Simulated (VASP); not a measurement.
Wanted: the native input for a VASP 6.6.1 run.

| Property | Result |
| --- | --- |
| Task | single point |
| Functional | r2SCAN |
| Potentials or basis | VASP PAW PBE potentials, release 64 (Na_pv, I) |
| Cutoff | 520 eV |
| k mesh | 6 × 6 × 4 |
| Occupations | gaussian, width 0.01 eV |
| Spin | no spin polarisation |
| Dipole correction | no |
| Further INCAR settings | ALGO = Normal; EDIFF = 1e-06; NBANDS = 22 |

Crystal: NaI.

```
Na I
1.0
     5.41644    0.00000    0.00000
    -2.70822    4.69078    0.00000
     0.00000    0.00000    6.68645
Na I
2 2
Direct
  0.33333 0.66667 0.25000
  0.66667 0.33333 0.75000
  0.66667 0.33333 0.25000
  0.33333 0.66667 0.75000
```

The cell was built by a generator and needn't be a form met in nature.

The cell isn't the ideal one: uniaxial_z strain +3.5%.

The input as run:

POSCAR

```
NaI
1.0
    5.4164420017      0.0000000000      0.0000000000
   -2.7082210009      4.6907763716      0.0000000000
    0.0000000000      0.0000000000      6.6864537666
Na I
2 2
Direct
    0.3333333333      0.6666666667      0.2500000000
    0.6666666667      0.3333333333      0.7500000000
    0.6666666667      0.3333333333      0.2500000000
    0.3333333333      0.6666666667      0.7500000000
```

INCAR.step1

```
  ALGO = Normal
  EDIFF = 1E-4
  ENCUT = 520
  GGA = PE
  ISMEAR = 0
  LASPH = True
  LCHARG = False
  LREAL = False
  LWAVE = True
  NBANDS = 22
  NELM = 100
  PREC = Accurate
  SIGMA = 0.01
```

INCAR.step2

```
  ALGO = Normal
  EDIFF = 1E-6
  ENCUT = 520
  ISIF = 2
  ISMEAR = 0
  ISTART = 1
  LASPH = True
  LCHARG = True
  LELF = True
  LMIXTAU = True
  LREAL = False
  LVHAR = True
  LWAVE = False
  METAGGA = R2SCAN
  NBANDS = 22
  NELM = 100
  PREC = Accurate
  SIGMA = 0.01
```

KPOINTS

```
k-points
0
Gamma
  6 6 4
```

Potentials or basis: VASP PAW PBE potentials, release 64 (Na_pv, I).

Launch:

```sh
$ cat potpaw_PBE.64/Na_pv/POTCAR potpaw_PBE.64/I/POTCAR > POTCAR
$ cp INCAR.step1 INCAR
$ mpirun -np 1 vasp_std > vasp.out
$ cp INCAR.step2 INCAR
$ mpirun -np 1 vasp_std > vasp.out
```

Results of the run:

The pressure is -0.5 GPa and the band gap on the k mesh is 4.10 eV, direct.

Caveat: the PAW data sets were made with another functional, which shifts forces and pressure a little; spin-orbit coupling is left out, which moves the levels of the heavy elements.

Wall time 2.7 min on 1 thread of Intel(R) Xeon(R) Platinum 8488C (Sapphire Rapids) (shared host), peak memory 0.33 GiB.
